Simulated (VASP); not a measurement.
A run of VASP 6.6.1 is set up as follows.

Contents of INCAR:

```
SYSTEM = Tl
PREC     = Accurate       ! precision mode
ENCUT    = 520            ! plane-wave cutoff, eV
EDIFF    = 1E-7           ! SCF threshold, eV
ISMEAR   = 0              ! smearing method
SIGMA    = 0.1            ! smearing width, eV
LREAL    = .False.        ! projectors in reciprocal space
LASPH    = .True.         ! aspherical terms in the spheres
NELM     = 100            ! most SCF steps
ALGO     = Normal         ! electronic algorithm
ISIF     = 2              ! what is computed and relaxed
LWAVE    = .False.        ! write WAVECAR
LCHARG   = .False.        ! write CHGCAR
GGA      = PS             ! functional
NBANDS   = 26             ! bands
```

File KPOINTS:

```
regular mesh
0
Gamma
  6 6 6
  0 0 0
```

The input POSCAR:

```
Tl
1.0
    1.7810518452      1.0282907623      8.2404167867
   -1.7810518452      1.0282907623      8.2404167867
    0.0000000000     -2.0565815246      8.2404167867
Tl
3
Direct
    0.0000000000      0.0000000000      0.0000000000
    0.2209406600      0.2209406600      0.2209406600
    0.7790593400      0.7790593400      0.7790593400
```

Potentials or basis: VASP PAW PBE potentials, release 64 (Tl_d).

Launch:

```sh
$ cat potpaw_PBE.64/Tl_d/POTCAR > POTCAR
$ mpirun -np 1 vasp_std > vasp.out
```

Question: What does it give for the pressure?

Answer: -1.9 GPa.

Question: Predict the band gap on the k mesh.

Answer: None (metal or under the smearing width).

Question: Estimate the largest force.

Answer: 0.013 eV/Å.

Stress tensor (GPa, compression positive):
```
-2.04  0.00  0.00
 0.00 -2.04  0.00
 0.00  0.00 -1.64
```

Caveat: the PAW data sets were made with another functional, which shifts forces and pressure a little. Spin-orbit coupling is left out, which matters for the levels of Tl.
